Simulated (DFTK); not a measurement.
**BN: band structure with LDA**

**What was measured.**

A printed reference work, monograph reports, for a bulk crystal of BN at 300 K: band gap 6.4 eV (indirect).

BN:

```xyz
2
Lattice="0.0000 1.8130 1.8130 1.8130 0.0000 1.8130 1.8130 1.8130 0.0000" Properties=species:S:1:pos:R:3 pbc="T T T"
N     0.9065    0.9065    0.9065
B     0.0000    0.0000    0.0000
```

The cell is a database's computed one.

| Property | Result |
| --- | --- |
| Program | DFTK 0.8.2 |
| Task | band structure |
| Functional | LDA |
| Potentials or basis | cp2k.nc.sr.lda.v0_1.largecore.gth (LDA, GTH) |
| Cutoff | 2231 eV |
| k mesh | 13 × 13 × 13 |
| Occupations | fermi-dirac, width 0.05 eV |
| Spin | no spin polarisation |
| Valence electrons | B 3, N 5 |
| SCF tolerance on the density | 1e-06 |

The pressure is -15.6 GPa and the band gap on the k mesh is 4.43 eV, indirect (least direct gap 8.62 eV). The band gap along the path is 4.36 eV, indirect (least direct gap 8.62 eV).

Levels at the corners of the path, in eV from the valence-band top:
| point | band 1 | band 2 | band 3 | band 4 | band 5 | band 6 | band 7 | band 8 |
| --- | --- | --- | --- | --- | --- | --- | --- | --- |
| Γ | -19.98 | 0.00 | 0.00 | 0.00 | 8.62 | 8.62 | 8.62 | 10.27 |
| X | -14.37 | -8.83 | -4.89 | -4.89 | 4.36 | 9.10 | 17.56 | 17.56 |
| W | -14.04 | -7.47 | -6.96 | -6.50 | 9.42 | 13.10 | 14.20 | 14.49 |
| K | -14.27 | -8.03 | -7.65 | -4.06 | 6.78 | 12.68 | 15.52 | 16.37 |
| Γ | -19.98 | 0.00 | 0.00 | 0.00 | 8.62 | 8.62 | 8.62 | 10.27 |
| L | -15.73 | -10.63 | -1.94 | -1.94 | 10.07 | 10.52 | 10.52 | 14.94 |
| U | -14.27 | -8.03 | -7.65 | -4.06 | 6.78 | 12.68 | 15.52 | 16.37 |
| W | -14.04 | -7.47 | -6.96 | -6.50 | 9.42 | 13.10 | 14.20 | 14.49 |
| L | -15.73 | -10.63 | -1.94 | -1.94 | 10.07 | 10.52 | 10.52 | 14.94 |
| K | -14.27 | -8.03 | -7.65 | -4.06 | 6.78 | 12.68 | 15.52 | 16.37 |
| U | -14.27 | -8.03 | -7.65 | -4.06 | 6.78 | 12.68 | 15.52 | 16.37 |
| X | -14.37 | -8.83 | -4.89 | -4.89 | 4.36 | 9.10 | 17.56 | 17.56 |

It took 8.9 min on 1 thread of Intel(R) Xeon(R) Processor @ 2.50GHz (Skylake/Cascade Lake), on a shared host, peak memory 2.2 GiB.

Against the measured gap of BN, 6.4 eV (indirect; 300 K; a printed reference work, monograph), the calculated 4.36 eV is off by -2.04 eV. The value is that of LDA, without temperature or zero-point motion. Semilocal functionals fall short of measured gaps as a rule. The cell is a database's relaxed one, not the measured one, which moves gaps too.

Caveat: GTH potentials come without recommended cutoffs, and this one wasn't checked for convergence; so large a pressure means that the cell lies far from this level's equilibrium, or that cutoff or potentials fall short.
